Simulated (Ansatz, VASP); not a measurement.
# Cross-check of HfB26P27 (Hf_B) between VASP and Ansatz, part 2 of 2

One calculation is typed for both programs; each brings its own data sets. How far apart do they land? The cell is taken from a series of runs on this material, whose earlier steps may have relaxed, scaled, displaced or heated it; both programs get it as it stands.

VASP 6.6.1 and Ansatz 0.2.0.

So far. Step 2 (VASP: single point, r2SCAN, pair 1): The run ends at a pressure of 2.86 GPa, with forces up to 0.022 eV/Å.

## 5. VASP: single point, r2SCAN, pair 2

Level of this step: r2SCAN; plane waves and PAW (B, P, Hf_pv) (VASP).

A single point gives forces, pressure and levels at one fixed geometry, so differences don't come from the geometry; what else differs is listed under the comparison.

INCAR

```
SYSTEM = HfB26P27
PREC = Accurate
ENCUT = 460
EDIFF = 1E-06
NELM = 120
ISMEAR = 0
SIGMA = 0.01
LREAL = Auto
ALGO = Normal
METAGGA = R2SCAN
LASPH = .TRUE.
NELECT = 224
NBANDS = 152
LORBIT = 11
LWAVE = .FALSE.
LCHARG = .FALSE.
ISIF = 2
ISYM = 0
GGA_COMPAT = .FALSE.
EFERMI = MIDGAP
LMIXTAU = .TRUE.
KPAR = 4
```

POSCAR

```
HfB26P27
1.0
    0.0000000000      6.8045562257      6.8045562257
    6.8045562257      0.0000000000      6.8045562257
    6.8045562257      6.8045562257      0.0000000000
B P Hf
26 27 1
Direct
    0.0013685343      0.0013431824      0.0015673350
    0.0013899095      0.0013155124      0.3350544408
    0.0044437561      0.9998620017      0.6676614114
    0.0020127949      0.3337359175      0.0022115956
    0.0044436796      0.3339270321      0.3336060236
    0.9998985206      0.3356511879      0.6693860768
    0.0015970142      0.6680657583      0.0017958149
    0.0013685275      0.6678308932      0.3350836660
    0.0019971886      0.6684888568      0.6674694550
    0.3348556401      0.0013155124      0.0015887102
    0.3348090052      0.0012734250      0.3350078059
    0.3332242165      0.9996760868      0.6694479794
    0.3334072229      0.3339270321      0.0046424803
    0.3332226106      0.3357100752      0.3334214114
    0.3228082828      0.3390388368      0.6727583088
    0.3348848653      0.6678308932      0.0015673283
    0.3348474015      0.6678699045      0.3350462022
    0.3333962566      0.6709192986      0.6676627970
    0.6674626108      0.9998620017      0.0046425568
    0.6692491787      0.9996760868      0.3334230172
    0.6725561612      0.9892913819      0.6727549619
    0.6691872762      0.3356511879      0.0000973214
    0.6725595082      0.3390388368      0.3230070835
    0.6672706543      0.6684888568      0.0021959893
    0.6674639963      0.6709192986      0.3335950573
    0.6691940220      0.6663606225      0.6693928226
    0.2503345896      0.2520672438      0.2505333903
    0.2451249352      0.2525644310      0.5863050921
    0.2515139371      0.2512214168      0.9189319336
    0.2510714542      0.5847009577      0.2512702549
    0.2515066971      0.5852197064      0.5849391891
    0.2516185719      0.5843537244      0.9180933126
    0.2514042761      0.9178843323      0.2516030768
    0.2503205886      0.9168043936      0.5858050962
    0.2510671008      0.9175329304      0.9184422462
    0.5861062914      0.2525644310      0.2453237358
    0.5393811161      0.2058503166      0.5395799168
    0.5811471978      0.2475844997      0.9318900358
    0.5847403884      0.5852197064      0.2517054978
    0.5811238566      0.5981987852      0.5813226572
    0.5849904167      0.5843046345      0.9180517522
    0.5856062956      0.9168043936      0.2505193892
    0.5861162302      0.9115849733      0.5863150310
    0.5847533950      0.9179883224      0.9189286211
    0.9187331330      0.2512214168      0.2517127378
    0.9316912351      0.2475844997      0.5813459984
    0.9178495335      0.2514480743      0.9180483342
    0.9178945119      0.5843537244      0.2518173726
    0.9178529516      0.5843046345      0.5851892174
    0.9180769451      0.5845416753      0.9182757458
    0.9182434454      0.9175329304      0.2512659015
    0.9187298204      0.9179883224      0.5849521958
    0.9178863960      0.9180950316      0.9180851967
    0.6360095005      0.3025429295      0.6362083012
```

KPOINTS

```
Points of the shifted mesh
8
Reciprocal
 0.2500000000  0.2500000000  0.2500000000 1
 0.2500000000  0.2500000000  0.7500000000 1
 0.2500000000  0.7500000000  0.2500000000 1
 0.2500000000  0.7500000000  0.7500000000 1
 0.7500000000  0.2500000000  0.2500000000 1
 0.7500000000  0.2500000000  0.7500000000 1
 0.7500000000  0.7500000000  0.2500000000 1
 0.7500000000  0.7500000000  0.7500000000 1
```

The projector-augmented-wave data sets are B, P and Hf_pv (PBE family, release 64).

On the command line:

```console
$ mpirun -np 8 vasp_std
```

Numbers of over 12 decimals in the logs are rounded to 6 here.

The log of the run:

```text
[banner, memory and clock lines left out]
running    8 mpi-ranks, on    1 nodes
[...]
[... a notice as in an earlier step ...]

 [... a notice as in an earlier step ...]

 LDA part: xc-table for (None), standard interpolation
 POSCAR, INCAR and KPOINTS ok, starting setup
[...]
entering main loop
       N       E                     dE             d eps       ncg     rms          rms(c)
DAV:   1     0.559136326559E+03    0.55914E+03   -0.96327E+04  2432   0.124E+03
DAV:   2    -0.473969592706E+03   -0.10331E+04   -0.97314E+03  2928   0.233E+02
DAV:   3    -0.542680034791E+03   -0.68710E+02   -0.67577E+02  3032   0.549E+01
DAV:   4    -0.544105212680E+03   -0.14252E+01   -0.14138E+01  3008   0.852E+00
DAV:   5    -0.544144119081E+03   -0.38906E-01   -0.38794E-01  3008   0.125E+00BRMIX: very serious problems
 the old and the new charge density differ
 old charge density:   223.00000 new  224.00000
BRMIX: very serious problems
 the old and the new charge density differ
 old charge density:   223.00000 new  224.00000
BRMIX: very serious problems
 the old and the new charge density differ
 old charge density:   223.00000 new  224.00000
BRMIX: very serious problems
 the old and the new charge density differ
 old charge density:   223.00000 new  224.00000
    0.731E+01
DAV:   6    -0.511692807358E+03    0.32451E+02   -0.29191E+01  2824   0.116E+01    0.447E+01
DAV:   7    -0.478214369421E+03    0.33478E+02   -0.82364E+00  2904   0.733E+00    0.454E+00
DAV:   8    -0.488317566202E+03   -0.10103E+02   -0.12373E+01  2616   0.867E+00    0.639E+00
DAV:   9    -0.489746821829E+03   -0.14293E+01   -0.74326E-01  2912   0.237E+00    0.450E+00
[...]
DAV:  19    -0.490547308462E+03   -0.22097E-05   -0.42788E-06  2584   0.564E-03    0.524E-03
DAV:  20    -0.490547310693E+03   -0.22305E-05   -0.17713E-06  1760   0.438E-03    0.455E-03
DAV:  21    -0.490547310691E+03    0.18299E-08   -0.42844E-07  1456   0.204E-03
   1 F= -.49054731E+03 E0= -.49054731E+03  d E =-.514776E-68
```

OUTCAR, selected parts (step 5):

```text
  Total       27.1954782     27.2019384     27.1942787     -1.7804891     -1.7872982     -1.7692800
  in kB       69.1477200     69.1641459     69.1446703     -4.5271042     -4.5444170     -4.4986036
  external PRESSURE =      69.1521788 kB  Pullay stress =       0.0000000 kB

 POSITION                                       TOTAL-FORCE (eV/Angst)
 -----------------------------------------------------------------------------------
      0.01980      0.01998      0.01845        -0.000328     -0.000824     -0.000207
      2.28885      2.28935      0.01841        -0.000780     -0.000504      0.001425
     11.34676      4.57338      6.83385         0.002235     -0.004295      0.002173
      2.28597      0.02875      2.28462        -0.003030     -0.001772     -0.003078
      4.54227      2.30028      2.30246         0.001191      0.001638     -0.003983
      6.83883     11.35874      9.08782        -0.001835     -0.000926     -0.002355
      4.55811      0.02309      4.55676         0.001593      0.002226      0.001928
      6.82439      2.28941      4.55361        -0.000869      0.000162     -0.001193
      9.09060      4.55542      4.56236        -0.004017     -0.001623     -0.001902
      0.01976      2.28935      2.28750         0.001307     -0.000926     -0.000774
      2.28824      4.55781      2.28689         0.000514     -0.000341      0.000539
     11.35765      6.82274      9.06980        -0.000405     -0.001267      0.002508
      2.30382      2.30028      4.54091        -0.004256      0.002056      0.001697
      4.55314      4.53622      4.55179        -0.002298      0.001277     -0.002400
[...]
-----------------------------------------------------------------------------------
    total drift:                                0.014024     -0.012320      0.010898

  FREE ENERGIE OF THE ION-ELECTRON SYSTEM (eV)
  ---------------------------------------------------
  free  energy   TOTEN  =      -490.5473106908 eV

  energy  without entropy=     -490.5473106908  energy(sigma->0) =     -490.54731069

[... 2 parts as in an earlier step ...]
```

The run ends at a pressure of 6.92 GPa, with forces up to 0.042 eV/Å.

## 6. Ansatz: single point, r2SCAN, pair 2

The same cell, functional and mesh now go to Ansatz.

The cell is taken from a series of runs on this material, whose earlier steps may have relaxed, scaled, displaced or heated it; both programs get it as it stands.

input.yaml

```yaml
crystal:
  checkpoint: "../qm1.relax.run"
  host: checkpoint
total_charge: -1
basis:
  ecutwfc: 500
  xc_grid: 2
hamiltonian:
  xc: r2scan
  pseudopotentials: { kind: paw, azcp: { folder: soft_1 } }
kpoints:
  mp_grid: { grid: [2, 2, 2], shift: [0.5, 0.5, 0.5] }
scf:
  occupations: { method: fixed }
  max_iter: 60
output:
  forces: true
  eigenvalues: true
  charged_corrections:
    epsilon: 9.31
    static_epsilon: 9.42
    defect_position: [0.666667, 0.333333, 0.666667]
  eigenstates: { localisation: true }
  populations: true
  band_densities: [{ bands: [v1, v1] }, { bands: [c1, c1] }]
  write_density: true
  write_potential: true
  volumetric_format: npy
checkpoint:
  read: "../qm1.relax.run"
  write: "../qm1.point.run"
  compress: false
  write_wavefunctions: false
  write_every: 100000
```

On the command line:

```console
$ ansatz run input.yaml --threads 4 --pin off --max-ram 7536MiB --backend cpu --events-out ev --progress --plain --runs-dir out
```

The log of the run:

```text
[...]
Crystal: 54 atoms, lattice volume = 630.129 Å³
Basis set: ecut = 500 eV, 16049 PW (Γ), exchange–correlation on 144×144×144 points (8 copies of the dense FFT grid, shifted against one another)
Bands: 174, of which v1, the nominal top of the filled ones, is band 120 counted from 1 (119 counted from 0)
Symmetry: 1 space group operations
[...]
k-points: 4 of 8 (time reversal used)
[...]
6      B      3.6501
     7      P      4.3126
[...]
50      B      3.6576
    51      P      4.2945
    52      B      3.6904
    53      P      4.3135
  spilling = 0.008617 (of n_electrons = 240.000000)
--- Band densities, each state counted as filled ---
  window                                       electrons  max residual (eV)  cut levels
  bands: [v1, v1]                               2.000000             3.4e-9           0
  bands: [c1, c1]                               2.000000             1.2e-4           1
[key lines of the parts left out:]
SCF converged after 2 iterations
Free energy (F): -40310.913913 eV
Fermi energy:    10.827543 eV
```

## 7. Side by side

Compared:

| quantity | Ansatz | VASP | difference |
| --- | --- | --- | --- |
| gap on the k mesh (eV) | 0.245 | 0.247 | -0.002 |

At this near-relaxed geometry the largest component of a force difference is 24 meV/Å. A gap on the mesh is an upper bound, since the band edges may lie between its points; neither run holds spin-orbit coupling, which can move the band edges of a compound of Hf. The cell carries a charge of -1 e against a uniform background, so its pressure also hangs on how the neutralising background is counted, and in a defect's cell a gap may be the spacing between its levels.

## 8. Outcome

```yaml
difference_in_gap_on_the_k_mesh_single_point_r2scan_pair_1: -0.022 eV
difference_in_gap_on_the_k_mesh_single_point_r2scan_pair_2: -0.0020 eV
```

The difference in gap on the k mesh is -0.022 eV (single point, r2SCAN, pair 1), within the 0.08 eV picked in this series as the mark of a large difference. The data sets hold unlike numbers of valence electrons (238 in Ansatz and 222 in VASP and 240 in Ansatz and 224 in VASP), so part of the differences comes from the potentials. How closely two codes agree says nothing of how well the functional describes the real material.

[Lines on the potential files, build, host, timing and source positions are cut from VASP's logs without a mark.]

[Logs are printed without paths, hosts, clocks, repeated set-up lines and the standing remarks that a program may print on its own settings, such as how far it seeks lower states.]

[Hosts, paths, dates, database ids (printed as entryN), source tags and the programs' standing remarks are cut or masked in the printed files.]
